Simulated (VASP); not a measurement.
# Ir (P6_3/mmc) in VASP: a series of runs, part 2 of 2

VASP 6.6.1. Earlier steps stand in the parts before.

### Step 3. Single point, PBEsol (one atom moved)

INCAR

```
SYSTEM = Ir
  PREC = Accurate
  ENCUT = 520
  EDIFF = 1E-6
  ISMEAR = 0
  SIGMA = 0.1
  LREAL = .FALSE.
  LASPH = .TRUE.
  NELM = 100
  ALGO = Fast
  ISIF = 2
  LWAVE = .FALSE.
  LCHARG = .FALSE.
  GGA = PS
  NBANDS = 16
```

KPOINTS

```
regular mesh
0
G
  15 15 8
  0 0 0
```

POSCAR

```
Ir
1.0
    2.7513778946      0.0000000000      0.0000000000
   -1.3756889473      2.3827631521      0.0000000000
    0.0000000000      0.0000000000      4.4622900000
Ir
2
Direct
    0.6666666700      0.3333333300      0.7600845082
    0.3333333300      0.6666666700      0.2500000000
```

Potentials or basis: VASP PAW PBE potentials, release 64 (Ir).

The run is started by

```console
> cat potpaw_PBE.64/Ir/POTCAR > POTCAR
> mpirun -np 1 vasp_std > vasp.out
```

OUTCAR:

```text
SYSTEM = Ir
   PREC = Accurate
   ENCUT = 520
   EDIFF = 1E-6
   ISMEAR = 0
   LREAL = .FALSE.
   LASPH = .TRUE.
   NELM = 100
   ISIF = 2
   GGA = PS

 ion  position               nearest neighbor table
   1  0.667  0.333  0.760-   2 2.70   2 2.70   2 2.70   2 2.78   2 2.78   2 2.78
   2  0.333  0.667  0.250-   1 2.70   1 2.70   1 2.70   1 2.78   1 2.78   1 2.78

  LATTYP: Found a hexagonal cell.
 ALAT       =     2.7513778946
 C/A-ratio  =     1.6218382828

  Lattice vectors:

 A1 = (   2.7513778946,   0.0000000000,   0.0000000000)
 A2 = (  -1.3756889473,   2.3827631521,   0.0000000000)
 A3 = (   0.0000000000,   0.0000000000,   4.4622900000)

Analysis of symmetry for initial positions (statically):
=====================================================================
 Subroutine PRICEL returns:
 Original cell was already a primitive cell.

 Routine SETGRP: Setting up the symmetry group for a
 hexagonal supercell.

 Subroutine GETGRP returns: Found 12 space group operations
 (whereof  6 operations were pure point group operations)
 out of a pool of 24 trial point group operations.

The static configuration has the point symmetry C_3v.
[... 165 lines left out ...]
 E-fermi :   9.7983     XC(G=0): -13.9045

 val. band max:        9.7957995903   @ k =   0.2000   0.0667   0.3750
 cond. band min:       9.8165357920   @ k =   0.3333   0.3333   0.1250
 fundamental gap:      0.0207362018
 Fermi energy:         9.7982559950

 k-point     1 :       0.0000    0.0000    0.0000
  band No.  band energies     occupation
      1      -1.1586      2.00000
      2       1.8995      2.00000
      3       6.0186      2.00000
      4       6.1109      2.00000
      5       6.1109      2.00000
      6       6.7212      2.00000
[... 433 lines left out ...]
      3       3.5186      2.00000
      4       5.4180      2.00000
      5       5.6291      2.00000
      6       6.1139      2.00000
[... 8 lines left out ...]
     15      21.6400      0.00000
     16      22.4816      0.00000

 [... further k-points ...]

------------------------ aborting loop because EDIFF is reached ----------------------------------------

  FORCE on cell =-STRESS in cart. coord.  units (eV):
  Direction    XX          YY          ZZ          XY          YZ          ZX
  --------------------------------------------------------------------------------------
  -------------------------------------------------------------------------------------
  Total       -2.0803079     -2.0803079     -2.1177683      0.0000000     -0.0000000      0.0000000
  in kB     -113.9329370   -113.9329370   -115.9845407      0.0000000     -0.0000000      0.0000000
  external PRESSURE =    -114.6168049 kB  Pullay stress =       0.0000000 kB

 VOLUME and BASIS-vectors are now :
 -----------------------------------------------------------------------------
  energy-cutoff  :      520.00
  volume of cell :       29.25
      direct lattice vectors                 reciprocal lattice vectors
     2.751377895  0.000000000  0.000000000     0.363454254  0.209840411  0.000000000
    -1.375688947  2.382763152  0.000000000     0.000000000  0.419680823  0.000000000
     0.000000000  0.000000000  4.462290000     0.000000000  0.000000000  0.224100182

 POSITION                                       TOTAL-FORCE (eV/Angst)
 -----------------------------------------------------------------------------------
      1.37569      0.79425      3.39172         0.000000     -0.000000     -0.526080
     -0.00000      1.58851      1.11557        -0.000000      0.000000      0.526080
 -----------------------------------------------------------------------------------
    total drift:                               -0.000000      0.000000      0.000002

  FREE ENERGIE OF THE ION-ELECTRON SYSTEM (eV)
  ---------------------------------------------------
  free  energy   TOTEN  =       -19.4459300396 eV

  energy  without entropy=      -19.4327605057  energy(sigma->0) =      -19.43934527
```

stdout:

```text
POSCAR found type information on POSCAR Ir
 POSCAR found :  1 types and       2 ions
 scaLAPACK will be used
 -----------------------------------------------------------------------------
|                                                                             |
|                                                                             |
|     You enforced a specific xc type in the INCAR file but a different       |
|     I HOPE YOU KNOW WHAT YOU ARE DOING!                                     |
|                                                                             |
 -----------------------------------------------------------------------------

 LDA part: xc-table for (Slater+PW92), standard interpolation
 POSCAR, INCAR and KPOINTS ok, starting setup
 FFT: planning ... GRIDC
 FFT: planning ... GRID_SOFT
 FFT: planning ... GRID
 WAVECAR not read
 entering main loop
```

It took 39 s on 1 thread of Intel Xeon 6975P-C (Granite Rapids), shared host; peak memory 0.19 GiB.

Results:

```
Free energy            : -19.4459 eV
Pressure               : -11.5 GPa
Largest force          : 0.526 eV/Å
Band gap on the k mesh : none (metal or under the smearing width)
```

Forces on the atoms (eV/Å):
```
Ir   0.000  0.000 -0.526
Ir   0.000  0.000  0.526
```

Levels at points of the mesh, in eV from the Fermi level:
```
           k point  band 7  band 8  band 9  band 10  band 11  band 12
(0.00, 0.00, 0.00)   -3.08   -2.26   -2.26    -0.79     0.26     0.26
(0.00, 0.00, 0.50)   -3.80   -3.80   -0.56    -0.56    -0.36    -0.36
```

Caveat: the PAW data sets were made with another functional, which shifts forces and pressure a little.

### Step 4. Single point, PBEsol (one atom moved)

INCAR

```
PREC     = Accurate       # precision mode
ENCUT    = 520            # plane-wave cutoff, eV
EDIFF    = 1E-7           # SCF threshold, eV
ISMEAR   = 0              # smearing method
SIGMA    = 0.1            # smearing width, eV
LREAL    = False          # projectors in reciprocal space
LASPH    = True           # aspherical terms in the spheres
NELM     = 100            # most SCF steps
ALGO     = Fast           # electronic algorithm
ISIF     = 2              # what is computed and relaxed
LWAVE    = False          # write WAVECAR
LCHARG   = False          # write CHGCAR
GGA      = PS             # functional
NBANDS   = 16             # bands
```

KPOINTS

```
regular mesh
0
Gamma
  15 15 8
```

POSCAR

```
Ir
1.0
    2.7513778946      0.0000000000      0.0000000000
   -1.3756889473      2.3827631521      0.0000000000
    0.0000000000      0.0000000000      4.4622900000
Ir
2
Direct
    0.6666666700      0.3333333300      0.7500000000
    0.3427761485      0.6855523070      0.2500000000
```

The run is started by

```console
> cat potpaw_PBE.64/Ir/POTCAR > POTCAR
> mpirun -np 1 vasp_std > vasp.out
```

Run time: 74 s. Hardware: 1 thread of Intel Xeon 6975P-C (Granite Rapids), shared host; peak memory 0.24 GiB.

It converged, with:

```
Free energy            : -19.4526 eV
Pressure               : -11.7 GPa
Largest force          : 0.223 eV/Å
Band gap on the k mesh : none (metal or under the smearing width)
```

Forces on the atoms (eV/Å):
```
Ir   0.000  0.223  0.000
Ir   0.000 -0.223  0.000
```

Stress tensor (GPa, compression positive):
```
-12.11   0.00   0.00
  0.00 -11.27   0.00
  0.00   0.00 -11.86
```

Levels at points of the mesh, in eV from the Fermi level:
```csv
k point,band 7,band 8,band 9,band 10,band 11,band 12
"(0.00, 0.00, 0.00)",-2.99,-2.41,-2.14,-0.80,0.11,0.40
"(0.00, 0.00, 0.50)",-3.77,-3.77,-0.51,-0.51,-0.41,-0.41
```

Caveat: the PAW data sets were made with another functional, which shifts forces and pressure a little.
